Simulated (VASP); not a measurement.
The system is Re.

```
Re
1.0
     0.00000    2.70824    2.70824
     2.70824    0.00000    2.70824
     2.70824    2.70824    0.00000
Re
2
Direct
  0.12500 0.12500 0.12500
  0.87500 0.87500 0.87500
```

The cell was built by a generator and needn't be a form met in nature.

| Property | Result |
| --- | --- |
| Program | VASP 6.6.1 |
| Task | relaxation of cell and atoms |
| Functional | BLYP |
| Potentials or basis | VASP PAW PBE potentials, release 64 (Re) |
| Cutoff | 600 eV |
| k mesh | 10 × 10 × 10 |
| Occupations | fermi-dirac, width 0.1 eV |
| Spin | no spin polarisation |

At the start: pressure 36.5 GPa; volume 19.86 Å³/atom.

**Question.** How do energy, volume and symmetry change on relaxing?

**Answer.** Over 5 steps the energy falls by 349.8 meV/atom and the volume is 23.39 Å³/atom (+17.7 %); space group Fd-3m (No. 227, to 0.05 Å).

The path:
```csv
step,energy change (eV),largest force (eV/Å),pressure (GPa),volume (Å³)
1,0.0000,0.0000,36.45,39.73
2,2.3274,0.0000,-25.76,71.79
3,-0.6847,0.0000,-3.89,48.00
4,-0.6992,0.0000,-0.75,47.00
5,-0.6997,0.0000,0.00,46.77
```

Final structure:
```
CELL_PARAMETERS angstrom
0.00000 2.85974 2.85974
2.85974 0.00000 2.85974
2.85974 2.85974 0.00000
ATOMIC_POSITIONS crystal
Re 0.12500 0.12500 0.12500
Re 0.87500 0.87500 0.87500
```

Caveat: the volume moved by over 15 % at a fixed basis, so the end points are rough; the PAW data sets were made with another functional, which shifts forces and pressure a little.
